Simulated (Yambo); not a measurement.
# NaCl (Pm-3m) in Yambo: settings compared, part 2 of 2

Yambo 5.3.0. The steps go on from the part before.

## Step 4: Optical spectrum, PBEsol

The input, optics1.in:

```
optics
chi
Chimod= "HARTREE"
% BndsRnXd
 1 | 28 |
%
NGsBlkXd= 2 Ry
% LongDrXd
 0 | 0 | 1 |
%
% QpntsRXd
 1 | 1 |
%
% EnRngeXd
 0 | 30 | eV
%
% DmRngeXd
 0.3 | 0.3 | eV
%
ETStpsXd= 200
```

The input, scf.in:

```
&CONTROL
  calculation = 'scf'
  prefix = 'pwscf'
  outdir = './tmp'
  pseudo_dir = './pseudo'
/
&SYSTEM
  ibrav = 0
  nat = 2
  ntyp = 2
  ecutwfc = 88
  nbnd = 14
  occupations = 'smearing'
  smearing = 'fd'
  degauss = 0.00367493
  force_symmorphic = .true.
/
&ELECTRONS
  conv_thr = 4d-10
  electron_maxstep = 120
  mixing_beta = 0.5
/
ATOMIC_SPECIES
Cl    35.4500 Cl.upf
Na    22.9898 Na.upf
CELL_PARAMETERS angstrom
   3.5021900000    0.0000000000    0.0000000000
   0.0000000000    3.5021900000    0.0000000000
   0.0000000000    0.0000000000    3.5021900000
ATOMIC_POSITIONS crystal
Cl     0.5000000000    0.5000000000    0.5000000000
Na     0.0000000000    0.0000000000    0.0000000000
K_POINTS automatic
12 12 12 0 0 0
```

The input, nscf.in:

```
&CONTROL
  calculation = 'nscf'
  prefix = 'pwscf'
  outdir = './tmp'
  pseudo_dir = './pseudo'
/
&SYSTEM
  ibrav = 0
  nat = 2
  ntyp = 2
  ecutwfc = 88
  nbnd = 28
  occupations = 'fixed'
  force_symmorphic = .true.
/
&ELECTRONS
  conv_thr = 1d-08
  diago_full_acc = .true.
  diago_thr_init = 1d-06
/
ATOMIC_SPECIES
Cl    35.4500 Cl.upf
Na    22.9898 Na.upf
CELL_PARAMETERS angstrom
   3.5021900000    0.0000000000    0.0000000000
   0.0000000000    3.5021900000    0.0000000000
   0.0000000000    0.0000000000    3.5021900000
ATOMIC_POSITIONS crystal
Cl     0.5000000000    0.5000000000    0.5000000000
Na     0.0000000000    0.0000000000    0.0000000000
K_POINTS automatic
12 12 12 0 0 0
```

Potentials or basis: PseudoDojo 0.4.1 SR PBEsol standard.

On the command line:

```bash
> OMP_NUM_THREADS=1 pw.x -in scf.in > scf.out
> OMP_NUM_THREADS=1 pw.x -in nscf.in > nscf.out
> cd tmp/pwscf.save; p2y; mv SAVE ../..; cd ../..
> OMP_NUM_THREADS=1 yambo
> OMP_NUM_THREADS=1 yambo -F optics1.in -J optics1 -C optics1_out
```

Yambo's report:

```text
[... sections 02.01 to 02.04 as in the set-up run ...]

  [02.05] Energies & Occupations
  ==============================

  [X] === General ===
  [X] Electronic Temperature                        :  0.000000  0.000000 [eV K]
  [X] Bosonic    Temperature                        :  0.000000  0.000000 [eV K]
  [X] Finite Temperature mode                       : no
  [X] El. density                                   :  0.37248E+24 [cm-3]
  [X] Fermi Level                                   :  2.238863 [eV]

  [X] === Gaps and Widths ===
  [X] Conduction Band Min                           :  3.840972 [eV]
  [X] Valence Band Max                              :  0.000000 [eV]
  [X] Filled Bands                                  :   8
  [X] Empty Bands                                   :   9  28
  [X] Direct Gap                                    :  4.340613 [eV]
  [X] Direct Gap localized at k                     :  1
  [X] Indirect Gap                                  :  3.840972 [eV]
  [X] Indirect Gap between kpts                     :  28   1
  [X] Last valence band width                       :  1.876323 [eV]
  [X] 1st conduction band width                     :  3.766216 [eV]

 [03] Transferred momenta grid and indexing
[... 62 lines left out ...]
 ============

  [04.01] Setup: observables and procedures
  =========================================

  [WF-Oscillators/G space/Transverse up loader] Normalization (few states)  min/max  :  0.49318E-16   1.0000

  [WR./optics1//ndb.dipoles]------------------------------------------------------
   Brillouin Zone Q/K grids (IBZ/BZ)                :    84  1728    84  1728
   RL vectors                                       :   5137 [WF]
   Fragmentation                                    : yes
   Electronic Temperature                           :  0.000000 [K]
   Bosonic    Temperature                           :  0.000000 [K]
   DIP band range                                   :   1  28
   DIP band range limits                            :   8   9
   DIP e/h energy range                             : -1.000000 -1.000000 [eV]
   RL vectors in the sum                            :   5137
   [r,Vnl] included                                 : yes
   Bands ordered                                    : yes
   Direct v evaluation                              : no
   Approach used                                    : G-space v
   Dipoles computed                                 : R V P [G-space]
   Wavefunctions                                    : Perdew, Burke & Ernzerhof SOL(X)+Perdew, Burke & Ernzerhof SOL(C)

  [WARNING] [r,Vnl^pseudo] included in position and velocity dipoles.

  [WARNING] In case H contains other non local terms, these are neglected

 [05] Optics
 ===========

 [X-CG] R(p) Tot o/o(of R):   11286  276480     100
```

o-optics1.eel_q1_inv_rpa_dyson:

```text
# Electron Energy Loss @ Q(1):   0.00000000      0.00000000      1.00000000    [q->0 direction]
#
# [ X ] Hartree size                              :  27
# [GEN] GF Energies                               : Perdew, Burke & Ernzerhof SOL(X)+Perdew, Burke & Ernzerhof SOL(C)
# [GEN] Green`s Function                          : T-ordered
#
# [GEN] Gauge                                     : Length
# [GEN] [r,Vnl] included                          : yes
#
#    E[1] [eV]          Im(eel)            Re(eel)            Im(eel_o)          Re(eel_o)
#
        0.000000           0.007287          -0.390824           0.007427          -0.330498
        0.150754           0.007294          -0.390751           0.007432          -0.330428
        0.301508           0.007313          -0.390530           0.007448          -0.330220
        0.452261           0.007346          -0.390162           0.007475          -0.329873
        0.603015           0.007392          -0.389645           0.007513          -0.329385
        0.753769           0.007451          -0.388977           0.007562          -0.328755
[... 192 lines left out ...]
        29.84925           0.478153          -1.188685           0.123387          -1.366845
        30.00000           0.478801          -1.182000           0.126315          -1.345887
#
```

o-optics1.eps_q1_inv_rpa_dyson:

```text
# Absorption @ Q(1):   0.00000000      0.00000000      1.00000000    [q->0 direction]
#
# [ X ] Hartree size                              :  27
# [GEN] GF Energies                               : Perdew, Burke & Ernzerhof SOL(X)+Perdew, Burke & Ernzerhof SOL(C)
# [GEN] Green`s Function                          : T-ordered
#
# [GEN] Gauge                                     : Length
# [GEN] [r,Vnl] included                          : yes
#
#    E[1] [eV]          Im(eps)            Re(eps)            Im(eps_o)          Re(eps_o)
#
        0.000000           0.047692           2.557806           0.067962           3.024212
        0.150754           0.047752           2.558284           0.068039           3.024843
        0.301508           0.047933           2.559722           0.068271           3.026742
        0.452261           0.048237           2.562128           0.068661           3.029916
        0.603015           0.048668           2.565515           0.069212           3.034385
        0.753769           0.049229           2.569904           0.069931           3.040171
[... 192 lines left out ...]
        29.84925           0.291272           0.724100           0.065510           0.725698
        30.00000           0.294398           0.726770           0.069124           0.736517
#
```

Run time: 1.8 min. Hardware: 1 thread of Arm Neoverse V2, shared host; peak memory 0.62 GiB.

What came out:

```
Band gap on the k mesh, mean-field level                              : 3.84 eV, indirect (least direct gap 4.34 eV)
Absorption peak                                                       : 9.50 eV
Electronic dielectric constant along the field                        : 2.56
Electronic dielectric constant along the field, independent particles : 3.02
Peak of the energy-loss function                                      : 17.5 eV
```

Dielectric function (along the field direction of the input):
| energy (eV) | real part | imaginary part |
| --- | --- | --- |
| 0.30 | 2.56 | 0.05 |
| 0.90 | 2.58 | 0.05 |
| 1.51 | 2.61 | 0.05 |
| 2.26 | 2.68 | 0.06 |
| 2.86 | 2.77 | 0.08 |
| 3.62 | 2.95 | 0.13 |
| 4.22 | 3.21 | 0.27 |
| 4.97 | 3.37 | 0.77 |
| 5.58 | 3.28 | 1.09 |
| 6.33 | 3.14 | 1.44 |
| 6.93 | 2.86 | 1.70 |
| 7.69 | 2.93 | 1.57 |
| 8.29 | 3.01 | 2.50 |
| 9.05 | 2.03 | 2.79 |
| 9.65 | 1.27 | 2.97 |
| 10.40 | 0.77 | 2.42 |
| 11.01 | 0.38 | 1.72 |
| 11.76 | 0.64 | 1.55 |
| 12.36 | 0.56 | 1.32 |
| 13.12 | 0.73 | 1.26 |
| 13.72 | 0.68 | 1.19 |
| 14.47 | 0.74 | 0.92 |
| 15.08 | 1.03 | 1.14 |
| 15.83 | 0.54 | 1.56 |
| 16.43 | -0.02 | 1.24 |
| 17.19 | 0.08 | 0.61 |
| 17.79 | 0.33 | 0.43 |
| 18.54 | 0.47 | 0.44 |
| 19.15 | 0.53 | 0.37 |
| 19.90 | 0.66 | 0.35 |

Energy-loss function:
| energy (eV) | loss |
| --- | --- |
| 0.0 | 0.007 |
| 1.4 | 0.008 |
| 2.6 | 0.010 |
| 3.9 | 0.018 |
| 5.3 | 0.078 |
| 6.5 | 0.127 |
| 7.8 | 0.137 |
| 9.2 | 0.240 |
| 10.4 | 0.376 |
| 11.8 | 0.552 |
| 13.1 | 0.593 |
| 14.3 | 0.697 |
| 15.7 | 0.537 |
| 16.9 | 1.241 |
| 18.2 | 1.104 |
| 19.6 | 0.699 |
| 20.8 | 0.534 |
| 22.2 | 0.830 |
| 23.5 | 0.572 |
| 24.7 | 0.581 |
| 26.1 | 0.394 |
| 27.4 | 0.447 |
| 28.6 | 0.548 |
| 30.0 | 0.479 |

Caveat: these spectra lack excitons. A k mesh can miss the band edges.

## Step 5: Summary

| level | potentials or basis | k mesh | k mesh of the self-consistent run | form of the LDA | direction of the field or of q to 0 | broadening | kernel | gap on the mesh (eV) |
| --- | --- | --- | --- | --- | --- | --- | --- | --- |
| LDA | PseudoDojo 0.4.1 SR LDA standard | 6 × 6 × 6 | 8 × 8 × 8 | PW92 | x + y | 0.1 eV | none (independent particles) | 3.60 |
| PBEsol | PseudoDojo 0.4.1 SR PBEsol standard | 12 × 12 × 12 | 12 × 12 × 12 | - | z | 0.05 eV | none (independent particles) | 3.84 |
| PBEsol | PseudoDojo 0.4.1 SR PBEsol standard | 12 × 12 × 12 | 12 × 12 × 12 | - | z | 0.3 eV | Hartree (RPA with local fields) | 3.84 |

Alike in all rows: task optical spectrum; no spin polarisation; cell as given; cutoff (eV) 1197; smearing fixed.

Caveats: independent-particle spectra lack excitons (some runs); spectra need much finer meshes, so this one isn't converged (some runs); these spectra lack excitons (some runs).

Total energies depend on the potentials used, so only differences within one code and one set of settings carry meaning.
